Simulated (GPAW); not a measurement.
# GaAs (F-43m) in GPAW: settings compared

The runs below take GaAs through band structure, equation of state, with LDA, PBE, AM05, C09-vdW.

Program: GPAW 26.7.0. These are calculated values, not measurements. Logs are shortened: lines on timing, memory, paths and dates and some standing lists are left out, and cuts for length are marked. The log counts tension as positive stress, the text compression.

**Measured values to compare with.**

From “Evidence of valence band perturbations in GaAsN/GaAs(001): A combined variable-angle spectroscopic ellipsometry and modulated photoreflectance investigation”, 2008, arxiv:0805.2212, for a bulk crystal of GaAs at 300 K: band gap 1.418 ± 0.005 eV (direct); band gap 1.412 ± 0.01 eV (direct).

How close the calculation comes is told below.

### 1 Starting point

The structure is cubic, space group F-43m (No. 216). Conventional cell: a = 5.654 Å, b = 5.654 Å, c = 5.654 Å, α = 90.00°, β = 90.00°, γ = 90.00°. As (site symmetry -43m) is surrounded by 4 Ga at 2.45 Å. Ga (site symmetry -43m) has 4 As at 2.45 Å as nearest neighbours.

### 2 Band structure, LDA

run.py reads:

```python
from ase.dft.bandgap import bandgap
from ase.io import write
from ase.spacegroup import crystal
from ase.units import GPa
from gpaw import GPAW, PW, setup_paths

setup_paths.insert(0, '.')

# As 4c
# Ga 4a
atoms = crystal(['As', 'Ga'],
                basis=[[0.25, 0.25, 0.25],
                       [0.0, 0.0, 0.0]],
                spacegroup=216, setting=1,  # F-43m
                cellpar=[5.6537, 5.6537, 5.6537, 90.0, 90.0, 90.0],
                primitive_cell=True)

calc = GPAW(mode=PW(600),
            xc='LDA',
            kpts={'size': (8, 8, 8), 'gamma': True},
            occupations={'name': 'fermi-dirac', 'width': 0.05},
            setups={'As': 'jth', 'Ga': 'jth'},
            nbands=-7,
            convergence={'density': 1e-05, 'energy': 1e-05},
            maxiter=150,
            txt='gpaw.txt')
atoms.calc = calc
energy = atoms.get_potential_energy()
forces = atoms.get_forces()
stress = atoms.get_stress()
calc.write('gs.gpw')
write('result.traj', atoms)
print(f'Energy: {energy:.6f} eV')
print('Forces (eV/A):')
print(forces.round(4))
print('Stress (GPa):', (stress / GPa).round(3))
print('Fermi level:', round(calc.get_fermi_level(), 4), 'eV')
print(f'Gap: {bandgap(calc)[0]:.4f} eV, direct: {bandgap(calc, direct=True)[0]:.4f} eV')

path = atoms.cell.bandpath('GXWKGLUWLK,UX', npoints=100, eps=1e-4)
bs_calc = calc.fixed_density(kpts=path, symmetry='off', nbands=-17,
                             convergence={'bands': 'CBM+6.0', 'eigenstates': 1e-6}, txt='bands.txt')
bs = bs_calc.band_structure()
bs.write('bs.json')
print(f'Gap on the path: {bandgap(bs_calc)[0]:.4f} eV')
```

Potentials or basis: JTH PAW 2.0, LDA, pw.

Launch:

```console
OMP_NUM_THREADS=1 python run.py
```

gpaw.txt:

```text
__  _  _
 | _ |_)|_||  |
 |__||  | ||/\| - 26.7.0

Input parameters:
  mode=PW(ecut=600.0),
  convergence={'density': 1e-05, 'energy': 1e-05},
  kpts=MonkhorstPack(size=(8, 8, 8), gamma=True),
  maxiter=150,
  nbands=-7,
  occupations=Occupations(name='fermi-dirac', width=0.05),
  setups={'As': 'jth', 'Ga': 'jth'},
  xc=XC(name='LDA')

Diagonalizing LCAO Hamiltonian
Converting LCAO to pw mode

           As

       Ga

Atoms  # Å, Bohr magnetons
|   | symbol |        x |        y |        z |    initial magnetic moments |
|---|--------|----------|----------|----------|-----------------------------|
| 0 |     As | 1.413425 | 1.413425 | 1.413425 | ( 0.0000,  0.0000,  0.0000) |
| 1 |     Ga | 0.000000 | 0.000000 | 0.000000 | ( 0.0000,  0.0000,  0.0000) |

Unit cell  # Å
| periodic |        x |        y |        z |  lengths |    angles |
|----------|----------|----------|----------|----------|-----------|
|      yes | 0.000000 | 2.826850 | 2.826850 | 3.997770 | 60.000000 |
|      yes | 2.826850 | 0.000000 | 2.826850 | 3.997770 | 60.000000 |
|      yes | 2.826850 | 2.826850 | 0.000000 | 3.997770 | 60.000000 |

Number of symmetries: 24
Symmetry operations  # r_c * U_cc + t_c -> r_c
|    | kind |            matrix            |
|----|------|------------------------------|
|  0 |  E   |  1, 0, 0,  0, 1, 0,  0, 0, 1 |
|  1 |  σ   |  1, 0, 0,  0, 0, 1,  0, 1, 0 |
|  2 |  σ   |  1, 0,-1,  0, 1,-1,  0, 0,-1 |
|  3 |  C3  |  1, 0,-1,  0, 0,-1,  0, 1,-1 |
|  4 |  C3  |  1,-1, 0,  0,-1, 1,  0,-1, 0 |
|  5 |  σ   |  1,-1, 0,  0,-1, 0,  0,-1, 1 |
|  6 |  σ   |  0, 1, 0,  1, 0, 0,  0, 0, 1 |
|  7 |  C3  |  0, 1, 0,  0, 0, 1,  1, 0, 0 |
|  8 |  C2  |  0, 1,-1,  1, 0,-1,  0, 0,-1 |
|  9 |  S4  |  0, 1,-1,  0, 0,-1,  1, 0,-1 |
| 10 |  C3  |  0, 0, 1,  1, 0, 0,  0, 1, 0 |
| 11 |  σ   |  0, 0, 1,  0, 1, 0,  1, 0, 0 |
| 12 |  S4  |  0, 0,-1,  1, 0,-1,  0, 1,-1 |
| 13 |  C3  |  0, 0,-1,  0, 1,-1,  1, 0,-1 |
| 14 |  S4  |  0,-1, 1,  1,-1, 0,  0,-1, 0 |
| 15 |  C2  |  0,-1, 1,  0,-1, 0,  1,-1, 0 |
| 16 |  C3  |  0,-1, 0,  1,-1, 0,  0,-1, 1 |
| 17 |  S4  |  0,-1, 0,  0,-1, 1,  1,-1, 0 |
| 18 |  S4  | -1, 1, 0, -1, 0, 1, -1, 0, 0 |
| 19 |  C3  | -1, 1, 0, -1, 0, 0, -1, 0, 1 |
| 20 |  C3  | -1, 0, 1, -1, 1, 0, -1, 0, 0 |
| 21 |  S4  | -1, 0, 1, -1, 0, 0, -1, 1, 0 |
| 22 |  σ   | -1, 0, 0, -1, 1, 0, -1, 0, 1 |
| 23 |  C2  | -1, 0, 0, -1, 0, 1, -1, 1, 0 |

BZ-sampling:
  Number of BZ points: 512
  Number of IBZ points: 29

  Monkhorst-Pack size: [8, 8, 8]
  Monkhorst-Pack shift: [0.0625, 0.0625, 0.0625]

K-points  # in reciprocal-cell coordinates
|     |                                coordinates |     weight |
|-----|--------------------------------------------|------------|
|   0 | (  0.00000000,   0.00000000,   0.00000000) | 0.00195312 |
|   1 | (  0.12500000,   0.12500000,   0.00000000) | 0.01171875 |
|   2 | (  0.12500000,   0.12500000,   0.12500000) | 0.01562500 |
|   3 | (  0.25000000,   0.12500000,   0.12500000) | 0.02343750 |
|   4 | (  0.25000000,   0.25000000,   0.00000000) | 0.01171875 |
|   5 | (  0.25000000,   0.25000000,   0.12500000) | 0.04687500 |
|   6 | (  0.25000000,   0.25000000,   0.25000000) | 0.01562500 |
|   7 | (  0.37500000,   0.25000000,  -0.37500000) | 0.04687500 |
|   8 | (  0.37500000,   0.25000000,   0.12500000) | 0.04687500 |
|   9 | (  0.37500000,   0.25000000,   0.25000000) | 0.04687500 |
| ... |                                            |            |
|  28 | (  0.50000000,   0.50000000,   0.50000000) | 0.00781250 |

Plane wave coefficients: 1540
Cutoff: 600.0 eV

Spin-components: 1 (collinear spins)
Bands:           21
Projectors:      12
Spin-degeneracy: 2
Datatype:        complex128

Parallelization:
  kpt:    1
  domain: 1
  band:   1

Density:
  Valence electrons: 28.0
  Components: 1
  Grid points: [24 24 24]
  Charge: 0.0  # |e|

Potential:
  Grid points: [24 24 24]

species:
  As:
    name:    Arsenic
    Z:       33.0
    valence: 15
    core:    18
    charge:  0.0  # [|e|]
    compensation charges:
      type: bessel
      rc: 0.90  # [Å]
      lmax: 2
    cutoffs:
      filter: 1.11  # [Å]
      core: 1.88  # [Å]
    projectors
    | kind |    occ | energy [eV] | rcut [Å] |
    |------|--------|-------------|----------|
    |   4s |  2.000 |     -14.700 |    1.113 |
    |    s |        |      27.211 |    1.113 |
    |   4p |  3.000 |      -5.342 |    1.113 |
    |    p |        |      27.211 |    1.113 |
    |   3d | 10.000 |     -40.897 |    1.113 |
    |    d |        |       0.000 |    1.113 |

    Using partial waves for As as LCAO basis

  Ga:
    name:    Gallium
    Z:       31.0
    valence: 13
    core:    18
    charge:  0.0  # [|e|]
    compensation charges:
      type: bessel
      rc: 0.96  # [Å]
      lmax: 2
    cutoffs:
      filter: 1.11  # [Å]
      core: 2.14  # [Å]
    projectors
    | kind |    occ | energy [eV] | rcut [Å] |
    |------|--------|-------------|----------|
    |   4s |  2.000 |      -9.170 |    1.113 |
    |    s |        |      40.817 |    1.113 |
    |   4p |  1.000 |      -2.733 |    1.113 |
    |    p |        |      27.211 |    1.113 |
    |   3d | 10.000 |     -19.407 |    1.006 |
    |    d |        |       0.000 |    1.006 |

    Using partial waves for Ga as LCAO basis

Reference energy: -114257.221291  # eV

eigensolver:
  PPCG
  Converge bands: occupied
  niter=2

density mixing:
  MSR1-Mixer
  Pratt-step length: 0.05
  Maximum mixing coefficient: 0.75
  Old densities: 10
  SVD Regularization: 0.005
  Good broyden scale: 1.0
  Trust region scale: 1.0
  Backstep threshold: 4.0
  History deletion threshold: 6.0
  Fourier metric: weight=20.0, sigma=0.015

occupation numbers:
  Fermi-Dirac:
    width: 0.0500  # eV

poisson solver:
  ecut: 4800.0  # eV

xc functional:
  name: None

convergence criteria:
- Maximum integral of absolute [dens]ity change: 1e-05 electrons / valence electron
- Maximum [total energy] change in last 3 cyles: 1e-05 eV / valence electron
- Maximum integral of absolute [eigenst]ate change: 4e-08 eV^2 / valence electron
maximum number of iterations: 150

SCF iterations
|iter     | |      energy | eigst |  dens |
|---------|-|-------------|-------|-------|
|iter:   1| |   -9.728367 | -0.87 |       |
|iter:   2| |   -9.697988 | -3.12 | -1.42 |
|iter:   3| |   -9.553177 | -2.53 | -1.45 |
|iter:   4| |   -9.550650 | -3.81 | -2.10 |
|iter:   5| |   -9.550366 | -4.70 | -2.69 |
|iter:   6| |   -9.550380 | -5.61 | -3.36 |
|iter:   7| |   -9.550382c| -6.82 | -4.10 |
|iter:   8| |   -9.550382c| -7.94c| -4.64 |
|iter:   9| |   -9.550382c| -8.31c| -5.63c|

Converged in 9 steps
Energy contributions relative to reference atoms: (reference = -114257.221291)

Energy contributions:
  Kinetic:           8.213447
  Coulomb:          -6.799162
  Zero:             -0.022495
  External:          0.000000
  Xc:              -10.942091
  Entropy:          -0.000160
  Spinorbit:         0.000000
  ----------------------------
  Free energy:      -9.550462
  Extrapolated:     -9.550382

dipole moment: (-17.346282, -17.346282, -17.346282)  # |e|*Ang

Fermi level: 4.632
Eigenvalues  # (at kpt = [0.000, 0.000, 0.000])
| band index |      eig [eV] | occ [0-2] |
|------------|---------------|-----------|
|          0 |       -30.796 |     2.000 |
|        ... |               |           |
|          6 |       -10.436 |     2.000 |
|          7 |       -10.436 |     2.000 |
|          8 |       -10.360 |     2.000 |
|          9 |       -10.360 |     2.000 |
|         10 |        -8.323 |     2.000 |
|         11 |         4.462 |     1.935 |
|         12 |         4.462 |     1.935 |
|         13 |         4.462 |     1.935 |
|         14 |         4.739 |     0.207 |
|         15 |         8.149 |     0.000 |
|         16 |         8.149 |     0.000 |
|         17 |         8.149 |     0.000 |
|         18 |        11.795 |     0.000 |
|         19 |        14.693 |     0.000 |
|         20 |        14.693 |     0.000 |

Gap: 0.278 eV
Transition (v -> c):
  (s=0, k=0, n=13, [0.00, 0.00, 0.00]) -> (s=0, k=0, n=14, [0.00, 0.00, 0.00])
No difference between direct/indirect transitions

Forces  # eV/Ang
|       x |       y |        z |
|---------|---------|----------|
| 0.00000 | 0.00000 | -0.00000 |  # As   0
| 0.00000 | 0.00000 |  0.00000 |  # Ga   1

Stress tensor  # eV/Ang^3
|         x |        y |         z |
|-----------|----------|-----------|
|  0.012284 | 0.000000 | -0.000000 |
|  0.000000 | 0.012284 |  0.000000 |
| -0.000000 | 0.000000 |  0.012284 |

# Writing to gs.gpw (mode='')
```

Wall time 57 s (1 thread of AMD EPYC 7R13 (Zen 3), shared host); peak memory 0.3 GiB.

What came out:

- Free energy: -9.5505 eV
- Pressure: -2.0 GPa
- Band gap on the k mesh: 0.28 eV, direct
- Band gap along the path: 0.28 eV, direct

Levels at the corners of the path, in eV from the valence-band top:
```tsv
point	band 10	band 11	band 12	band 13	band 14	band 15	band 16	band 17	band 18
Γ	-14.82	-12.78	0.00	0.00	0.00	0.28	3.69	3.69	3.69
X	-14.81	-10.29	-6.87	-2.68	-2.68	1.35	1.56	10.04	10.04
W	-14.82	-10.23	-6.69	-3.55	-3.36	4.53	4.64	5.30	5.95
K	-14.82	-10.33	-6.69	-3.88	-2.26	1.86	4.55	7.82	8.00
Γ	-14.82	-12.78	0.00	0.00	0.00	0.28	3.69	3.69	3.69
L	-14.82	-11.03	-6.69	-1.14	-1.14	0.84	4.60	4.60	7.57
U	-14.82	-10.33	-6.69	-3.88	-2.26	1.86	4.55	7.82	8.00
W	-14.82	-10.23	-6.69	-3.55	-3.36	4.53	4.64	5.30	5.95
L	-14.82	-11.03	-6.69	-1.14	-1.14	0.84	4.60	4.60	7.57
K	-14.82	-10.33	-6.69	-3.88	-2.26	1.86	4.55	7.82	8.00
U	-14.82	-10.33	-6.69	-3.88	-2.26	1.86	4.55	7.82	8.00
X	-14.81	-10.29	-6.87	-2.68	-2.68	1.35	1.56	10.04	10.04
```

Caveat: the program truncates these outside data sets.

### 3 Band structure, LDA

Changes to run.py since step 2:

```diff
@@ -1,19 +1,9 @@
 from ase.dft.bandgap import bandgap
-from ase.io import write
-from ase.spacegroup import crystal
+from ase.io import read, write
 from ase.units import GPa
-from gpaw import GPAW, PW, setup_paths
+from gpaw import GPAW, PW
 
-setup_paths.insert(0, '.')
+atoms = read('GaAs.cif')
 
-# As 4c
-# Ga 4a
-atoms = crystal(['As', 'Ga'],
-                basis=[[0.25, 0.25, 0.25],
-                       [0.0, 0.0, 0.0]],
-                spacegroup=216, setting=1,  # F-43m
-                cellpar=[5.6537, 5.6537, 5.6537, 90.0, 90.0, 90.0],
-                primitive_cell=True)
-
-calc = GPAW(mode=PW(600),
+calc = GPAW(mode=PW(800),
             xc='LDA',
@@ -21,3 +11,3 @@
             occupations={'name': 'fermi-dirac', 'width': 0.05},
-            setups={'As': 'jth', 'Ga': 'jth'},
+            setups='hgh',
             nbands=-7,
```

GaAs.cif reads:

```cif
data_GaAs
_cell_length_a 3.99776961
_cell_length_b 3.99776961
_cell_length_c 3.99776961
_cell_angle_alpha 60.00000000
_cell_angle_beta 60.00000000
_cell_angle_gamma 60.00000000
_space_group_name_H-M_alt 'P1'
_space_group_name_Hall 'P 1'
_space_group_IT_number 1
loop_
_space_group_symop_operation_xyz
'x,y,z'
loop_
_atom_site_label
_atom_site_type_symbol
_atom_site_symmetry_multiplicity
_atom_site_Wyckoff_symbol
_atom_site_fract_x
_atom_site_fract_y
_atom_site_fract_z
_atom_site_occupancy
As1 As 1 a 0.7500000000 0.7500000000 0.7500000000 1
Ga1 Ga 1 a 0.0000000000 0.0000000000 0.0000000000 1
```

Potentials or basis: HGH pseudopotentials, pw.

Launch:

```console
OMP_NUM_THREADS=1 python run.py
```

Run time: 65 s. Hardware: 1 thread of AMD EPYC 7R13 (Zen 3), shared host; peak memory 0.32 GiB.

It converged, with:

```
Free energy             : -235.9119 eV
Pressure                : -4.5 GPa
Band gap on the k mesh  : 0.47 eV, direct
Band gap along the path : 0.47 eV, direct
```

Levels at the corners of the path, in eV from the valence-band top:
| point | band 1 | band 2 | band 3 | band 4 | band 5 | band 6 | band 7 | band 8 |
| --- | --- | --- | --- | --- | --- | --- | --- | --- |
| Γ | -12.68 | 0.00 | 0.00 | 0.00 | 0.47 | 3.80 | 3.80 | 3.80 |
| X | -10.35 | -6.80 | -2.62 | -2.62 | 1.44 | 1.65 | 10.19 | 10.19 |
| W | -10.31 | -6.60 | -3.51 | -3.29 | 4.69 | 4.72 | 5.44 | 6.03 |
| K | -10.39 | -6.61 | -3.82 | -2.21 | 1.95 | 4.67 | 7.98 | 8.14 |
| Γ | -12.68 | 0.00 | 0.00 | 0.00 | 0.47 | 3.80 | 3.80 | 3.80 |
| L | -11.06 | -6.60 | -1.11 | -1.11 | 0.98 | 4.69 | 4.69 | 7.77 |
| U | -10.39 | -6.61 | -3.82 | -2.21 | 1.95 | 4.67 | 7.98 | 8.14 |
| W | -10.31 | -6.60 | -3.51 | -3.29 | 4.69 | 4.72 | 5.44 | 6.03 |
| L | -11.06 | -6.60 | -1.11 | -1.11 | 0.98 | 4.69 | 4.69 | 7.77 |
| K | -10.39 | -6.61 | -3.82 | -2.21 | 1.95 | 4.67 | 7.98 | 8.14 |
| U | -10.39 | -6.61 | -3.82 | -2.21 | 1.95 | 4.67 | 7.98 | 8.14 |
| X | -10.35 | -6.80 | -2.62 | -2.62 | 1.44 | 1.65 | 10.19 | 10.19 |

Caveat: HGH potentials are hard and often keep d shells in the core, so these values are rough.

### 4 Band structure, LDA

Changes to run.py since step 3:

```diff
@@ -1,9 +1,18 @@
+from ase import Atoms
 from ase.dft.bandgap import bandgap
-from ase.io import read, write
+from ase.io import write
 from ase.units import GPa
-from gpaw import GPAW, PW
+from gpaw import GPAW, PW, setup_paths
 
-atoms = read('GaAs.cif')
+setup_paths.insert(0, '.')
 
-calc = GPAW(mode=PW(800),
+atoms = Atoms(['As', 'Ga'],
+              cell=[[0.0, 2.82685, 2.82685],
+                    [2.82685, 0.0, 2.82685],
+                    [2.82685, 2.82685, 0.0]],
+              scaled_positions=[[0.75, 0.75, 0.75],
+                                [0.0, 0.0, 0.0]],
+              pbc=True)
+
+calc = GPAW(mode=PW(600),
             xc='LDA',
@@ -11,4 +20,3 @@
             occupations={'name': 'fermi-dirac', 'width': 0.05},
-            setups='hgh',
-            nbands=-7,
+            nbands=11,
             convergence={'density': 1e-05, 'energy': 1e-05},
@@ -30,3 +38,3 @@
 path = atoms.cell.bandpath('GXWKGLUWLK,UX', npoints=100, eps=1e-4)
-bs_calc = calc.fixed_density(kpts=path, symmetry='off', nbands=-17,
+bs_calc = calc.fixed_density(kpts=path, symmetry='off', nbands=21,
                              convergence={'bands': 'CBM+6.0', 'eigenstates': 1e-6}, txt='bands.txt')
```

Potentials or basis: PAW data sets generated in the run's folder for this functional, pw.

Launch:

```console
gpaw-setup -f LDA As Ga
OMP_NUM_THREADS=1 python run.py
```

Wall time 39 s (1 thread of AMD EPYC 7R13 (Zen 3), shared host); peak memory 0.24 GiB.

The run converged. Its results:

| Item | Value |
| --- | --- |
| Free energy | -9.6099 eV |
| Pressure | -0.9 GPa |
| Band gap on the k mesh | 0.36 eV, direct |
| Band gap along the path | 0.36 eV, direct |

Levels at the corners of the path, in eV from the valence-band top:
```csv
point,band 1,band 2,band 3,band 4,band 5,band 6,band 7,band 8
Γ,-12.75,0.00,0.00,0.00,0.36,3.72,3.72,3.72
X,-10.40,-6.85,-2.67,-2.67,1.36,1.58,10.10,10.10
W,-10.36,-6.65,-3.57,-3.35,4.59,4.66,5.35,5.99
K,-10.45,-6.66,-3.88,-2.25,1.88,4.59,7.88,8.05
Γ,-12.75,0.00,0.00,0.00,0.36,3.72,3.72,3.72
L,-11.12,-6.66,-1.14,-1.14,0.89,4.63,4.63,7.62
U,-10.45,-6.66,-3.88,-2.25,1.88,4.59,7.88,8.05
W,-10.36,-6.65,-3.57,-3.35,4.59,4.66,5.35,5.99
L,-11.12,-6.66,-1.14,-1.14,0.89,4.63,4.63,7.62
K,-10.45,-6.66,-3.88,-2.25,1.88,4.59,7.88,8.05
U,-10.45,-6.66,-3.88,-2.25,1.88,4.59,7.88,8.05
X,-10.40,-6.85,-2.67,-2.67,1.36,1.58,10.10,10.10
```

### 5 Band structure, PBE, spin-orbit coupling, no magnetisation

Changes to run.py since step 4:

```diff
@@ -1 +1,2 @@
+import numpy as np
 from ase import Atoms
@@ -4,5 +5,4 @@
 from ase.units import GPa
-from gpaw import GPAW, PW, setup_paths
-
-setup_paths.insert(0, '.')
+from gpaw import GPAW, PW
+from gpaw.spinorbit import soc_eigenstates
 
@@ -17,3 +17,3 @@
 calc = GPAW(mode=PW(600),
-            xc='LDA',
+            xc='PBE',
             kpts={'size': (8, 8, 8), 'gamma': True},
@@ -43 +43,7 @@
 print(f'Gap on the path: {bandgap(bs_calc)[0]:.4f} eV')
+
+soc = soc_eigenstates(bs_calc, theta=54.7, phi=45)
+np.savetxt('soc_bands.dat', soc.eigenvalues(), fmt='%.4f')
+mesh = soc_eigenstates('gs.gpw', theta=54.7, phi=45)
+np.savetxt('soc_mesh.dat', mesh.eigenvalues(), fmt='%.4f')
+print('Fermi level with spin-orbit coupling:', round(mesh.fermi_level, 4), 'eV')
```

Potentials or basis: GPAW PAW data sets (gpaw-data 1.2.1), pw.

Launch:

```console
OMP_NUM_THREADS=1 python run.py
```

It took 39 s on 1 thread of AMD EPYC 7R13 (Zen 3), shared host; peak memory 0.27 GiB.

Results (log left out):

| Quantity | Value |
| --- | --- |
| Free energy | -8.2293 eV |
| Pressure | 4.3 GPa |
| Band gap on the k mesh | 0.47 eV, direct |
| Band gap along the path | 0.47 eV, direct |

Levels at the corners of the path, in eV from the valence-band top:
```tsv
point	band 6	band 7	band 8	band 9	band 10	band 11
Γ	0.00	0.00	0.00	0.47	0.47	3.53
X	-2.83	-2.74	-2.74	1.36	1.36	1.56
W	-3.60	-3.46	-3.42	4.43	4.63	4.63
K	-3.94	-2.37	-2.36	1.87	1.87	4.52
Γ	0.00	0.00	0.00	0.47	0.47	3.53
L	-1.36	-1.15	-1.15	0.93	0.93	4.51
U	-3.94	-2.37	-2.36	1.87	1.87	4.52
W	-3.60	-3.46	-3.42	4.43	4.63	4.63
L	-1.36	-1.15	-1.15	0.93	0.93	4.51
K	-3.94	-2.37	-2.36	1.87	1.87	4.52
U	-3.94	-2.37	-2.36	1.87	1.87	4.52
X	-2.83	-2.74	-2.74	1.36	1.36	1.56
```

Caveat: spin-orbit coupling was added after a scalar SCF, so levels and gaps hold it while energy, forces, pressure and moments don't; this program's spin-orbit splittings come out too wide for heavy elements.

(Continued in part 2 of 2.)
